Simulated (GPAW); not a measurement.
Ga in GPAW: the effect of strain uniaxial z

Crystal: Ga.

```xyz
2
Lattice="2.7784 0.0000 0.0000 0.0000 3.2816 0.0000 -1.3434 0.0000 3.8307" Properties=species:S:1:pos:R:3 pbc="T T T"
Ga   -0.6607    2.4612    2.9502
Ga    2.0957    0.8204    0.8804
```

This isn't the form of Ga at room conditions, which is orthorhombic.

Alike in all runs:

```yaml
Program: GPAW 26.7.0
Task: single point
Functional: PBEsol
Potentials_or_basis: PAW data sets generated in the run's folder for this functional
Cutoff: 600 eV
Basis: pw
k_mesh: 10 × 8 × 7
Occupations: fermi-dirac, width 0.05 eV
Spin: no spin polarisation
Maxiter: 150
```

| strain uniaxial z | pressure (GPa) | largest force (eV/Å) |
| --- | --- | --- |
| -0.04 | 2.7 | 0.02 |
| -0.02 | 1.2 | 0.05 |
| -0.01 | 0.5 | 0.07 |
| 0 | -0.1 | 0.08 |
| 0.01 | -0.6 | 0.08 |
| 0.02 | -1.2 | 0.09 |
| 0.04 | ? | ? |

**Question.** What does the run with strain uniaxial z 0.04 give?

**Answer.** Pressure -2.4 GPa; largest force 0.09 eV/Å.

Worked out: A parabola through the other rows of the pressure, of slope -38.2 GPa per unit of strain uniaxial z there, extrapolates to -2.0 GPa, against the run's -2.4. A parabola through the other rows of the largest force, of slope -0.271 eV/Å per unit of strain uniaxial z there, extrapolates to 0.09 eV/Å, against the run's 0.09.

Caveats: the density grid can change from cell to cell, which puts small steps into energies and stress.
